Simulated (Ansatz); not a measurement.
# CdSe (Fm-3m) in Ansatz: a series of runs

One crystal, CdSe, is run at these levels: revPBE, BLYP, PBE; tasks: relaxation of cell and atoms, single point.

All numbers are computed with Ansatz 0.2.0; they aren't measurements. Logs are shortened: lines on timing, memory, paths and dates and some standing lists are left out, and cuts for length are marked.

## 1. Starting point

Symmetry: Fm-3m, No. 225, cubic system. Conventional cell: a = 5.748 Å, b = 5.748 Å, c = 5.748 Å, α = 90.00°, β = 90.00°, γ = 90.00°. Cd (site symmetry m-3m) has 6 Se at 2.87 Å as nearest neighbours. Around Se (site symmetry m-3m) lie 6 Cd at 2.87 Å.

Measurements of this composition are mostly on another form, of space group No. 186.

## 2. Relaxation of cell and atoms, revPBE

Input file input.yaml:

```yaml
crystal:
  lattice:
    - [0.0, 2.873958, 2.873958]
    - [2.873958, 0.0, 2.873958]
    - [2.873958, 2.873958, 0.0]
  atoms:
    - { symbol: Cd, position: [0.0, 0.0, 0.0] }
    - { symbol: Se, position: [0.5, 0.5, 0.5] }
hamiltonian:
  xc: revpbe
  pseudopotentials: { kind: paw }
kpoints:
  mp_grid: { grid: [8, 8, 8] }
scf:
  occupations: { method: fermi_dirac, width: 0.05 }
output:
  forces: true
  stress: true
  eigenvalues: true
relax:
  f_tol: 0.01
  max_steps: 40
  cell: { stress_tol: 0.05 }
```

Potentials or basis: Ansatz PAW.

Launch:

```console
ansatz run input.yaml --threads 2 --pin off --max-ram 5632MiB --backend cpu --events-out ev --progress --plain --runs-dir out
```

The log of the run:

```text
Warning: RAYON_NUM_THREADS=2 ignored (pool sized by the plan → 2); use --threads N
Engine: ansatz 0.2.0, aarch64-unknown-linux-gnu
Pseudopotentials: kind: paw
Pseudopotential: Cd, paw, valence charge 20, recommended cutoff 420 eV (normal), Cd.paw.azcp
Pseudopotential: Se, paw, valence charge 16, recommended cutoff 420 eV (normal), Se.paw.azcp
Functional definition: revPBE
  parameter kappa = 1.245
  parameter beta = 0.06672455060314922
  exchange = pbe_x(kappa = kappa, mu = beta*pi^2/3)
  correlation = pbe_c(beta = beta)
Crystal: 2 atoms, lattice volume = 47.476 Å³
Basis set: ecut = 420 eV, 941 PW (Γ), exchange–correlation on 60×60×60 points (8 copies of the dense FFT grid, shifted against one another)
Bands: 22, of which v1, the nominal top of the filled ones, is band 18 counted from 1 (17 counted from 0)
Symmetry: 48 space group operations
Space group: Fm-3m (ITA 225), of the structure as read, at distance tolerance 3.6e-5 Å
k-points: 29 of 512
Non-local potential: Cd, projectors of the file, l = 0: 3, l = 1: 2, l = 2: 2, l = 3: 1
Non-local potential: Se, projectors of the file, l = 0: 2, l = 1: 2, l = 2: 3, l = 3: 1
PAW form: soft (Blöchl's): semilocal exchange-correlation on the pseudo side does not see the compensation charge
PAW frozen core: Cd, regenerated for the run's functional, and the local potential with it (the file was generated under x = pbe(κ = 0.804, μ = 0.2195149727645171), c = pbe(β = 0.06672455060314922))
PAW frozen core: Se, regenerated for the run's functional, and the local potential with it (the file was generated under x = pbe(κ = 0.804, μ = 0.2195149727645171), c = pbe(β = 0.06672455060314922))
PAW one-centre angular grid: Cd, 590 points (default); XC on 64 Gauss nodes
PAW one-centre angular grid: Se, 590 points (default); XC on 64 Gauss nodes
Initial density: superposition of atomic densities (neutral atoms: chi_scale 0, normalization atom), corrected by the library's trained network
Initial wavefunctions: pseudopotential atomic-orbital guess
Functional: x = revpbe(κ = 1.245, μ = 0.2195149727645171), c = pbe(β = 0.06672455060314922)
SCF iter   1: F=—  HF=-13734.660267 eV  |F-HF|=—  |Δ(HF+E_count)|=         —  Δρ=3.03e-3  dr2=3.10e-3  ethr=1.77e-3  ⟨swp⟩=5.8  Hψ=2636  notcnv=0
preconditioner: auto → none  [insulator: Δε(μ)=0.209 eV  Ē_g=12.228 eV  σ=0.050 eV  W_gap=0.78  n_scr=14 (ndim 8)  ℏωp=22.9 eV  f_vac=0.035  D(μ)=0.24/eV (n_scr^D=0)  ε∞_Penn≈4.5]
SCF iter   2: F=—  HF=-13734.660490 eV  |F-HF|=—  |Δ(HF+E_count)|=   2.23e-4  Δρ=9.18e-4  dr2=1.91e-4  ethr=8.60e-6  ⟨swp⟩=2.3  Hψ=1342  notcnv=0
SCF iter   3: F=—  HF=-13734.660554 eV  |F-HF|=—  |Δ(HF+E_count)|=   6.31e-5  Δρ=4.43e-4  dr2=4.56e-5  ethr=5.31e-7  ⟨swp⟩=2.1  Hψ=841  notcnv=0
SCF iter   4: F=—  HF=-13734.660565 eV  |F-HF|=—  |Δ(HF+E_count)|=   1.18e-5  Δρ=8.63e-5  dr2=4.68e-6  ethr=1.27e-7  ⟨swp⟩=2.0  Hψ=863  notcnv=0
iter 5 did not close the SCF: its close was put off for the readings that it lacked (scf_convergence_deferred on its scf_iter line)
SCF iter   5: F=-13734.660564 eV  HF=-13734.660564 eV  |F-HF|=4.31e-8  |Δ(HF+E_count)|=   1.26e-6  Δρ=1.14e-5  dr2=3.37e-8  ethr=1.30e-8  ⟨swp⟩=2.0  Hψ=874  notcnv=0
SCF iter   6: F=-13734.660564 eV  HF=-13734.660564 eV  |F-HF|=1.35e-8  |Δ(HF+E_count)|=   4.79e-8  Δρ=5.42e-6  dr2=5.48e-9  ethr=9.36e-11  ⟨swp⟩=2.0  Hψ=2326  notcnv=0
SCF 1 converged in 6 iterations: F = -13734.660564 eV  dr2 = 5.48e-9
relax step   1: F+E_penalty+E_count = -13734.66056420 eV  Δ(F+E_penalty+E_count) = +0.000e0 eV  max|allowed force component| = 3.008e-30 eV/Å  Δτ_max = 0.0000 Å  P = +1.306 GPa  Ω = 47.476 Å³  (6 SCF iters, dr2 threshold 1.00e-7 eV, accepted)
Crystal: 2 atoms, lattice volume = 49.144 Å³
Initial density: handed on by an earlier stage of this run
Initial wavefunctions: those handed on with the density
iter 1 solved again at ethr=2.80e-6 eV; its pass at ethr=3.10e-3 eV (dr2=1.01e-3 eV) is discarded
SCF iter   1: F=—  HF=-13734.663699 eV  |F-HF|=—  |Δ(HF+E_count)|=         —  Δρ=1.14e-3  dr2=9.30e-4  ethr=2.80e-6  ⟨swp⟩=1.9  Hψ=3429  notcnv=0
preconditioner: auto → none  [insulator: Δε(μ)=0.391 eV  Ē_g=12.037 eV  σ=0.050 eV  W_gap=0.57  n_scr=14 (ndim 8)  ℏωp=22.5 eV  f_vac=0.043  D(μ)=0.28/eV (n_scr^D=0)  ε∞_Penn≈4.5]
SCF iter   2: F=—  HF=-13734.663486 eV  |F-HF|=—  |Δ(HF+E_count)|=   2.13e-4  Δρ=7.49e-4  dr2=1.78e-4  ethr=2.58e-6  ⟨swp⟩=2.0  Hψ=878  notcnv=0
SCF iter   3: F=—  HF=-13734.663477 eV  |F-HF|=—  |Δ(HF+E_count)|=   8.93e-6  Δρ=3.03e-4  dr2=2.82e-5  ethr=4.95e-7  ⟨swp⟩=2.8  Hψ=1128  notcnv=0
SCF iter   4: F=—  HF=-13734.663486 eV  |F-HF|=—  |Δ(HF+E_count)|=   8.81e-6  Δρ=4.24e-5  dr2=5.44e-7  ethr=7.84e-8  ⟨swp⟩=2.0  Hψ=875  notcnv=0
SCF iter   5: F=-13734.663487 eV  HF=-13734.663487 eV  |F-HF|=3.79e-8  |Δ(HF+E_count)|=   4.31e-7  Δρ=9.35e-6  dr2=2.40e-8  ethr=5.56e-10  ⟨swp⟩=5.0  Hψ=2866  notcnv=0
SCF 2 converged in 5 iterations: F = -13734.663487 eV  dr2 = 2.40e-8
relax step   2: F+E_penalty+E_count = -13734.66348673 eV  Δ(F+E_penalty+E_count) = -2.923e-3 eV  max|allowed force component| = 9.466e-30 eV/Å  Δτ_max = 0.0000 Å  P = -0.606 GPa  Ω = 49.144 Å³  energy of the carried Pulay correction = -3.824e-4 eV  (5 SCF iters, dr2 threshold 2.00e-7 eV, accepted)
Crystal: 2 atoms, lattice volume = 48.603 Å³
iter 1 solved again at ethr=7.90e-7 eV; its pass at ethr=3.10e-3 eV (dr2=2.84e-4 eV) is discarded
SCF iter   1: F=—  HF=-13734.664698 eV  |F-HF|=—  |Δ(HF+E_count)|=         —  Δρ=3.61e-4  dr2=9.24e-5  ethr=7.90e-7  ⟨swp⟩=2.0  Hψ=3322  notcnv=0
preconditioner: auto → none  [insulator: Δε(μ)=0.350 eV  Ē_g=12.106 eV  σ=0.050 eV  W_gap=0.50  n_scr=14 (ndim 8)  ℏωp=22.6 eV  f_vac=0.036  D(μ)=0.27/eV (n_scr^D=0)  ε∞_Penn≈4.5]
SCF iter   2: F=—  HF=-13734.664691 eV  |F-HF|=—  |Δ(HF+E_count)|=   7.02e-6  Δρ=2.37e-4  dr2=1.70e-5  ethr=2.57e-7  ⟨swp⟩=2.0  Hψ=872  notcnv=0
SCF iter   3: F=—  HF=-13734.664688 eV  |F-HF|=—  |Δ(HF+E_count)|=   2.82e-6  Δρ=9.58e-5  dr2=2.66e-6  ethr=4.71e-8  ⟨swp⟩=2.4  Hψ=982  notcnv=0
SCF iter   4: F=-13734.664689 eV  HF=-13734.664689 eV  |F-HF|=1.80e-8  |Δ(HF+E_count)|=   5.78e-7  Δρ=1.40e-5  dr2=5.32e-8  ethr=5.56e-10  ⟨swp⟩=3.2  Hψ=2662  notcnv=0
SCF 3 converged in 4 iterations: F = -13734.664689 eV  dr2 = 5.32e-8
relax step   3: F+E_penalty+E_count = -13734.66468862 eV  Δ(F+E_penalty+E_count) = -1.202e-3 eV  max|allowed force component| = 2.892e-30 eV/Å  Δτ_max = 0.0000 Å  P = -0.028 GPa  Ω = 48.603 Å³  energy of the carried Pulay correction = -2.608e-4 eV  (4 SCF iters, dr2 threshold 2.00e-7 eV, accepted)
Initial wavefunctions: pseudopotential atomic-orbital guess (no wavefunctions were taken with the density)
iter 1 solved again at ethr=3.55e-8 eV; its pass at ethr=3.10e-3 eV (dr2=1.28e-5 eV) is discarded
SCF iter   1: F=—  HF=-13734.662518 eV  |F-HF|=—  |Δ(HF+E_count)|=         —  Δρ=5.11e-4  dr2=3.45e-6  ethr=3.55e-8  ⟨swp⟩=3.0  Hψ=4124  notcnv=0
preconditioner: auto → Kerker (q_TF=auto, 2.595 Å⁻¹)  [metal: Δε(μ)=0.115 eV  Ē_g=12.101 eV  σ=0.050 eV  W_gap=0.43  n_scr=14 (ndim 8)  ℏωp=22.6 eV  f_vac=0.036  D(μ)=0.27/eV (n_scr^D=0)]
SCF iter   2: F=—  HF=-13734.664320 eV  |F-HF|=—  |Δ(HF+E_count)|=   1.80e-3  Δρ=2.59e-4  dr2=7.73e-7  ethr=9.57e-9  ⟨swp⟩=2.0  Hψ=889  notcnv=0
SCF iter   3: F=—  HF=-13734.664936 eV  |F-HF|=—  |Δ(HF+E_count)|=   6.16e-4  Δρ=2.62e-5  dr2=1.08e-8  ethr=2.15e-9  ⟨swp⟩=2.0  Hψ=894  notcnv=0
SCF iter   4: F=—  HF=-13734.664942 eV  |F-HF|=—  |Δ(HF+E_count)|=   6.14e-6  Δρ=3.08e-6  dr2=9.69e-10  ethr=3.00e-11  ⟨swp⟩=2.0  Hψ=1046  notcnv=0
SCF iter   5: F=—  HF=-13734.664942 eV  |F-HF|=—  |Δ(HF+E_count)|=   5.39e-8  Δρ=9.66e-7  dr2=1.58e-10  ethr=2.69e-12  ⟨swp⟩=2.0  Hψ=1046  notcnv=0
SCF iter   6: F=-13734.664942 eV  HF=-13734.664942 eV  |F-HF|=3.64e-12  |Δ(HF+E_count)|=   1.88e-9  Δρ=1.20e-7  dr2=8.95e-12  ethr=1.00e-12  ⟨swp⟩=3.7  Hψ=2780  notcnv=0
SCF 4 converged in 6 iterations: F = -13734.664942 eV  dr2 = 8.95e-12
relax step   4: F+E_penalty+E_count = -13734.66494214 eV  Δ(F+E_penalty+E_count) = -2.535e-4 eV  max|allowed force component| = 1.479e-30 eV/Å  Δτ_max = 0.0000 Å  P = -0.031 GPa  Ω = 48.603 Å³  stress off target by 3.15e-2 GPa  SCF on the basis re-selected at this cell (its energy is not comparable with the rows above)  (6 SCF iters)
basis re-selected at this cell: Δ(F+E_penalty+E_count) = -2.535e-4 eV, ΔP = -0.003 GPa vs the last step (what re-selecting the basis moved, of the pressure what is left beyond the Pulay correction that the steps carried, after the strain that the cell walked since its last selection, with what the two solves' SCF thresholds leave and, on support functions, any second-order correction that the steps lacked; it is no measure of the basis error at this ecutwfc). This SCF's stress stands 3.15e-2 GPa from its target on what of the cell is left free (relax.cell.stress_tol is 5.00e-2 GPa) and its largest allowed force component is 1.48e-30 eV/Å (relax.f_tol is 1.00e-2 eV/Å): within both
SCF converged after 6 iterations
Free energy (F): -13734.664942 eV
Harris-Foulkes:  -13734.664942 eV  (|F-HF|=3.64e-12)
Internal energy: -13734.662255 eV  (E = F + TS)
E sigma→0 (E₀):  -13734.663599 eV
Entropy (-TS):   -0.002687 eV (-1.343 meV/atom)
Fermi energy:    9.805719 eV
--- Per-component energies (eV) ---
  E_band       = -813.980935
  E_kinetic    = 622.321558
  E_local      = -5572.212762  (includes V_loc(G=0)·N_el)
  E_nonlocal   = -563.453059
  E_hartree    = 2669.683399
  E_xc         = -280.582687
  E_vxc        = -318.771666  (∫ρ·V_xc dr)
  E_paw        = -6005.305279  (= ΣΔE_a)
  E_vpaw       = -321.231111  (= ΣTr[D̂ρ^β])
  E_aug_tail   = -0.000599  (compensation charges beyond the density's cutoff)
  E_ewald      = -4604.834918
  E_core_change = -0.277910  (= ΣΔE_core)
  E_smearing   = -0.002687  (= −TS)
  E_closure    = 0.000000  (closes the sum)
  Σ components = -13734.664942   (vs F -13734.664942, Δ=0.00e0)
--- Forces (eV/Å), atoms counted from 1 ---
  atom   1  Cd    -0.00000000     0.00000000    -0.00000000
  atom   2  Se     0.00000000    -0.00000000    -0.00000000
  max |Σ_I F_I| component: 2.32e-30 eV/Å
--- Stress (GPa, compression-positive) ---
       -0.031490      -0.000000      -0.000000
        0.000000      -0.031490      -0.000000
       -0.000000       0.000000      -0.031490
  P = ⅓ Tr σ = -0.0315 GPa (-0.315 kbar)
--- Band table (eV; the first three rows and the last of 29) ---
  k-point 0: bands = ["-92.2028", "-53.2750", "-53.2750", "-53.2750", "-36.9386", "-36.9386", "-36.9360", "-36.9360", "-36.9360", "-2.9980", "1.8267", "1.8267", "1.8412", "1.8412", "1.8412", "9.1377", "9.1377", "9.1377", "9.8102", "18.3776", "18.3776", "18.3776"]
  k-point 1: bands = ["-92.2028", "-53.2751", "-53.2751", "-53.2751", "-36.9386", "-36.9386", "-36.9360", "-36.9360", "-36.9360", "-2.8932", "1.7980", "1.7980", "1.8336", "1.8579", "1.8579", "7.7661", "9.2041", "9.2041", "11.1728", "17.1012", "17.8218", "17.8218"]
  k-point 2: bands = ["-92.2027", "-53.2753", "-53.2751", "-53.2751", "-36.9386", "-36.9386", "-36.9360", "-36.9360", "-36.9360", "-2.6173", "1.7266", "1.7266", "1.8058", "1.9021", "1.9021", "6.3265", "9.3768", "9.3768", "12.4313", "15.9250", "16.4331", "16.4331"]
  k-point 28: bands = ["-92.2027", "-53.2754", "-53.2754", "-53.2753", "-36.9386", "-36.9385", "-36.9359", "-36.9359", "-36.9358", "-2.1692", "1.7389", "1.8530", "1.8530", "2.0118", "2.3304", "6.7240", "6.7240", "6.8217", "12.5757", "15.5653", "17.1182", "17.1182"]
--- Relaxed structure (3 steps of the walk, 3 accepted, 1 SCFs on fresh bases) ---
  F+E_penalty+E_count = -13734.66494214 eV   max|allowed force component| = 1.479e-30 eV/Å   (the final SCF, on the basis selected at the relaxed cell)
  cell:  # Å, volume = 48.6029 Å³
    - [-5.860113276637354e-34, 2.896526519353393, 2.896526519353393]
    - [2.896526519353393, 2.9930956305187338e-34, 2.896526519353393]
    - [2.896526519353393, 2.896526519353393, -8.279979553455334e-35]
  atoms:
    - { symbol: Cd, position: [1.5869540466172412e-49, 3.14124166543719e-36, 5.2354027757245245e-36] }
    - { symbol: Se, position: [0.5, 0.5, 0.5] }
```

Run time: 4.2 s. Hardware: 2 threads of Arm Neoverse V1, shared host; peak memory 0.34 GiB.

Results:

```yaml
Free_energy: -13734.6649 eV
Relaxed_volume: 24.30 Å³/atom
Relaxed_cell: a = 4.096 Å, b = 4.096 Å, c = 4.096 Å, α = 60.00°, β = 60.00°, γ = 60.00°
Space_group_after_relaxing_to_0.05_Å: Fm-3m (No. 225)
Energy_gained_by_relaxing: 2.2 meV/atom
Ionic_steps: 4
Pressure_after_relaxing: 0.0 GPa
Band_gap_on_the_k_mesh: none (metal or under the smearing width)
```

The path:
```tsv
step	energy change (eV)	largest force (eV/Å)	volume (Å³)
1	0.0000	0.0000	47.48
2	-0.0029	0.0000	49.14
3	-0.0041	0.0000	48.60
4	-0.0044	0.0000	48.60
```

Final structure:
```xyz
2
Lattice="0.0000 2.8965 2.8965 2.8965 0.0000 2.8965 2.8965 2.8965 0.0000" Properties=species:S:1:pos:R:3 pbc="T T T"
Cd    0.0000    0.0000    0.0000
Se    2.8965    2.8965    2.8965
```

Caveat: the plane-wave basis is chosen anew once the cell has moved, so the energies of steps on either side of that aren't comparable; the PAW data sets come from PBE, with cores solved anew for the run's functional, which leaves a small shift of forces and pressure.

## 3. Relaxation of cell and atoms, BLYP

Changes to input.yaml since step 2:

```diff
@@ -9,3 +9,3 @@
 hamiltonian:
-  xc: revpbe
+  xc: blyp
   pseudopotentials: { kind: paw }
```

Potentials or basis: Ansatz PAW.

Launch:

```console
ansatz run input.yaml --threads 2 --pin off --max-ram 5632MiB --backend cpu --events-out ev --progress --plain --runs-dir out
```

The log of the run:

```text
Warning: RAYON_NUM_THREADS=2 ignored (pool sized by the plan → 2); use --threads N
Engine: ansatz 0.2.0, aarch64-unknown-linux-gnu
Pseudopotentials: kind: paw
Pseudopotential: Cd, paw, valence charge 20, recommended cutoff 420 eV (normal), Cd.paw.azcp
Pseudopotential: Se, paw, valence charge 16, recommended cutoff 420 eV (normal), Se.paw.azcp
Functional definition: BLYP
  parameter beta = 0.0042
  parameter a = 0.04918
  parameter b = 0.132
  parameter c = 0.2533
  parameter d = 0.349
  exchange = b88_x(beta = beta)
  correlation = lyp_c(a = a, b = b, c = c, d = d)
Crystal: 2 atoms, lattice volume = 47.476 Å³
Basis set: ecut = 420 eV, 941 PW (Γ), exchange–correlation on 60×60×60 points (8 copies of the dense FFT grid, shifted against one another)
Bands: 22, of which v1, the nominal top of the filled ones, is band 18 counted from 1 (17 counted from 0)
Symmetry: 48 space group operations
Space group: Fm-3m (ITA 225), of the structure as read, at distance tolerance 3.6e-5 Å
k-points: 29 of 512
Non-local potential: Cd, projectors of the file, l = 0: 3, l = 1: 2, l = 2: 2, l = 3: 1
Non-local potential: Se, projectors of the file, l = 0: 2, l = 1: 2, l = 2: 3, l = 3: 1
PAW form: soft (Blöchl's): semilocal exchange-correlation on the pseudo side does not see the compensation charge
PAW frozen core: Cd, regenerated for the run's functional, and the local potential with it (the file was generated under x = pbe(κ = 0.804, μ = 0.2195149727645171), c = pbe(β = 0.06672455060314922))
PAW frozen core: Se, regenerated for the run's functional, and the local potential with it (the file was generated under x = pbe(κ = 0.804, μ = 0.2195149727645171), c = pbe(β = 0.06672455060314922))
PAW one-centre angular grid: Cd, 590 points (default); XC on 64 Gauss nodes
PAW one-centre angular grid: Se, 590 points (default); XC on 64 Gauss nodes
Initial density: superposition of atomic densities (neutral atoms: chi_scale 0, normalization atom), corrected by the library's trained network
Initial wavefunctions: pseudopotential atomic-orbital guess
Functional: x = b88, c = lyp
SCF iter   1: F=—  HF=-13751.153706 eV  |F-HF|=—  |Δ(HF+E_count)|=         —  Δρ=6.66e-3  dr2=2.44e-2  ethr=1.77e-3  ⟨swp⟩=5.9  Hψ=2663  notcnv=0
preconditioner: auto → Kerker (q_TF=auto, 2.605 Å⁻¹)  [metal: Δε(μ)=0.117 eV  Ē_g=12.261 eV  σ=0.050 eV  W_gap=0.43  n_scr=14 (ndim 8)  ℏωp=22.9 eV  f_vac=0.035  D(μ)=0.27/eV (n_scr^D=0)]
SCF iter   2: F=—  HF=-13751.149339 eV  |F-HF|=—  |Δ(HF+E_count)|=   4.37e-3  Δρ=3.40e-3  dr2=7.24e-3  ethr=6.77e-5  ⟨swp⟩=1.9  Hψ=935  notcnv=0
[... 53 lines left out ...]
SCF converged after 6 iterations
Free energy (F): -13751.181434 eV
Harris-Foulkes:  -13751.181434 eV  (|F-HF|=1.64e-10)
Internal energy: -13751.178305 eV  (E = F + TS)
E sigma→0 (E₀):  -13751.179870 eV
Entropy (-TS):   -0.003129 eV (-1.564 meV/atom)
Fermi energy:    9.452587 eV
--- Per-component energies (eV) ---
  E_band       = -824.934979
  E_kinetic    = 623.586246
  E_local      = -5676.465281  (includes V_loc(G=0)·N_el)
  E_nonlocal   = -567.673949
  E_hartree    = 2713.927868
  E_xc         = -277.262350
  E_vxc        = -313.647870  (∫ρ·V_xc dr)
  E_paw        = -6025.584897  (= ΣΔE_a)
  E_vpaw       = -318.589368  (= ΣTr[D̂ρ^β])
  E_aug_tail   = -0.000589  (compensation charges beyond the density's cutoff)
  E_ewald      = -4542.047208
  E_core_change = 0.341854  (= ΣΔE_core)
  E_smearing   = -0.003129  (= −TS)
  E_closure    = -0.000000  (closes the sum)
  Σ components = -13751.181434   (vs F -13751.181434, Δ=0.00e0)
--- Forces (eV/Å), atoms counted from 1 ---
  atom   1  Cd    -0.00000000     0.00000000    -0.00000000
  atom   2  Se    -0.00000000     0.00000000    -0.00000000
  max |Σ_I F_I| component: 3.42e-30 eV/Å
--- Stress (GPa, compression-positive) ---
       -0.019149      -0.000000       0.000000
       -0.000000      -0.019149      -0.000000
        0.000000      -0.000000      -0.019149
  P = ⅓ Tr σ = -0.0191 GPa (-0.191 kbar)
--- Band table (eV; the first three rows and the last of 29) ---
  k-point 0: bands = ["-92.5603", "-53.6152", "-53.6152", "-53.6152", "-37.2201", "-37.2201", "-37.2174", "-37.2174", "-37.2174", "-3.1795", "1.4769", "1.4769", "1.4908", "1.4908", "1.4908", "8.8410", "8.8410", "8.8410", "9.1652", "18.2176", "18.2176", "18.2176"]
  k-point 1: bands = ["-92.5603", "-53.6152", "-53.6152", "-53.6152", "-37.2201", "-37.2201", "-37.2174", "-37.2174", "-37.2174", "-3.0866", "1.4527", "1.4527", "1.4851", "1.5050", "1.5050", "7.4275", "8.9014", "8.9014", "10.5879", "16.8137", "17.3879", "17.3879"]
  k-point 2: bands = ["-92.5603", "-53.6154", "-53.6152", "-53.6152", "-37.2201", "-37.2201", "-37.2173", "-37.2173", "-37.2173", "-2.8440", "1.3923", "1.3923", "1.4648", "1.5431", "1.5431", "6.0769", "9.0586", "9.0586", "11.8770", "15.4632", "16.0238", "16.0238"]
  k-point 28: bands = ["-92.5603", "-53.6155", "-53.6155", "-53.6154", "-37.2201", "-37.2200", "-37.2173", "-37.2173", "-37.2172", "-2.4597", "1.4048", "1.5058", "1.5058", "1.6379", "1.9063", "6.5560", "6.6325", "6.6325", "11.9435", "15.1005", "16.8658", "16.8658"]
--- Relaxed structure (4 steps of the walk, 4 accepted, 1 SCFs on fresh bases) ---
  F+E_penalty+E_count = -13751.18143410 eV   max|allowed force component| = 1.446e-30 eV/Å   (the final SCF, on the basis selected at the relaxed cell)
  cell:  # Å, volume = 50.6465 Å³
    - [3.1209153585785836e-34, 2.9365671130536324, 2.9365671130536324]
    - [2.9365671130536324, -3.439376110634559e-34, 2.9365671130536324]
    - [2.9365671130536324, 2.9365671130536324, 4.2673740775500554e-34]
  atoms:
    - { symbol: Cd, position: [-1.5357181475467195e-35, 1.1168859254884781e-35, 1.3961074068606235e-35] }
    - { symbol: Se, position: [0.5, 0.5, 0.5] }
```

Wall time 5.3 s (2 threads of Arm Neoverse V1, shared host); peak memory 0.34 GiB.

What came out:

| Quantity | Value |
| --- | --- |
| Free energy | -13751.1814 eV |
| Relaxed volume | 25.32 Å³/atom |
| Relaxed cell | a = 4.153 Å, b = 4.153 Å, c = 4.153 Å, α = 60.00°, β = 60.00°, γ = 60.00° |
| Space group after relaxing (to 0.05 Å) | Fm-3m (No. 225) |
| Energy gained by relaxing | 17.2 meV/atom |
| Ionic steps | 5 |
| Pressure after relaxing | 0.0 GPa |
| Band gap on the k mesh | none (metal or under the smearing width) |

Step by step:
| step | energy change (eV) | largest force (eV/Å) | volume (Å³) |
| --- | --- | --- | --- |
| 1 | 0.0000 | 0.0000 | 47.48 |
| 2 | -0.0253 | 0.0000 | 52.31 |
| 3 | -0.0335 | 0.0000 | 50.84 |
| 4 | -0.0336 | 0.0000 | 50.65 |
| 5 | -0.0343 | 0.0000 | 50.65 |

Final structure:
```xyz
2
Lattice="0.0000 2.9366 2.9366 2.9366 0.0000 2.9366 2.9366 2.9366 0.0000" Properties=species:S:1:pos:R:3 pbc="T T T"
Cd    0.0000    0.0000    0.0000
Se    2.9366    2.9366    2.9366
```

Caveat: the plane-wave basis is chosen anew once the cell has moved, so the energies of steps on either side of that aren't comparable; the PAW data sets come from PBE, with cores solved anew for the run's functional, which leaves a small shift of forces and pressure.

[end of part 1 of 2]
